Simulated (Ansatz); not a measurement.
**Trigonal deformation path in AlN**

Computed with DFT PBEsol, scalar-relativistic, plane waves, PAW (Ansatz). Settings: plane waves to 420 eV, k-mesh 10×10×10 (Γ-centred), Gaussian smearing 0.05 eV. No spin polarisation. Energies are free energies at this smearing, counted from the undisturbed cell; pressure is positive in compression.

Zero of the scan (as given, not relaxed at this level; it stands at 1.3 GPa; this zinc-blende form isn't the usual structure):

```xyz
2
Lattice="0.0000 2.1840 2.1840 2.1840 0.0000 2.1840 2.1840 2.1840 0.0000" Properties=species:S:1:pos:R:3 pbc="T T T"
Al    0.0000    0.0000    0.0000
N     3.2760    3.2760    3.2760
```

At fixed volume and fractional coordinates, lengths along (0.577, 0.577, 0.577) are scaled against those across it; ρ is that ratio over its starting value.

```csv
ρ,ΔE (meV/atom),pressure (GPa),gap on the mesh (eV)
0.500,7538.4,192.9,0.64
0.600,3525.2,97.1,1.11
0.710,1399.1,40.4,1.95
0.850,281.1,9.3,2.58
0.930,53.3,2.8,2.92
1.000,0.0,1.3,3.20
1.080,55.7,2.9,2.99
1.200,297.7,9.4,2.49
1.410,982.8,27.5,0.00
1.700,2026.5,53.3,0.00
2.000,2884.1,71.4,0.00
```

Where the gap reads zero the k-mesh, chosen for the insulator, is on the coarse side.

Cost: 11 runs of about 0.6 core-minutes in all, on Intel Xeon Processor @ 2.70GHz (shared hosts).